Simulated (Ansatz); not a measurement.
SnO:

```xyz
4
Lattice="3.8137 0.0000 0.0000 0.0000 3.8137 0.0000 0.0000 0.0000 4.8869" Properties=species:S:1:pos:R:3 pbc="T T T"
Sn    1.9068    0.0000    3.7367
Sn    0.0000    1.9068    1.1503
O     0.0000    0.0000    0.0000
O     1.9068    1.9068    0.0000
```

The cell is a database's computed one.

* Program: Ansatz 0.2.0
* Task: relaxation of cell and atoms
* Functional: LDA
* Potentials or basis: Ansatz PAW
* Cutoff: 420 eV (not typed: the program's choice for these potentials)
* k mesh: 7 × 7 × 6
* Occupations: fermi-dirac, width 0.05 eV
* Spin: no spin polarisation

At the start: volume 17.77 Å³/atom.

Task: How do energy, volume and symmetry change on relaxing?

Result: It ends after 8 steps and the volume is 16.53 Å³/atom (-7.0 %); space group P4/nmm (No. 129, to 0.05 Å).

Step by step:
```
step  energy change (eV)  largest force (eV/Å)  volume (Å³)
   1              0.0000                0.2352        71.08
   2             -0.0506                0.2314        65.51
   3             -0.0506                0.1537        66.79
   4             -0.0524                0.0061        66.72
   5             -0.0526                0.0016        66.66
   6             -0.0401                0.0013        66.66
   7             -0.0429                0.0006        66.12
   8             -0.0407                0.0010        66.12
```

Final structure:
```cif
data_structure
_symmetry_space_group_name_H-M 'P 1'
_symmetry_Int_Tables_number 1
_cell_length_a 3.7670
_cell_length_b 3.7670
_cell_length_c 4.6595
_cell_angle_alpha 90.000
_cell_angle_beta 90.000
_cell_angle_gamma 90.000
_cell_volume 66.12
loop_
_atom_site_label
_atom_site_type_symbol
_atom_site_fract_x
_atom_site_fract_y
_atom_site_fract_z
_atom_site_occupancy
Sn1 Sn 0.50000 0.00000 0.75432 1
Sn2 Sn 0.00000 0.50000 0.24568 1
O1 O 0.00000 0.00000 0.00000 1
O2 O 0.50000 0.50000 0.00000 1
```

Caveat: the plane-wave basis is chosen anew once the cell has moved, so the energies of steps on either side of that aren't comparable; the pressure holds a Pulay correction of +0.7 GPa for the finite cutoff; the PAW data sets come from PBE, with cores solved anew for the run's functional, which leaves a small shift of forces and pressure.
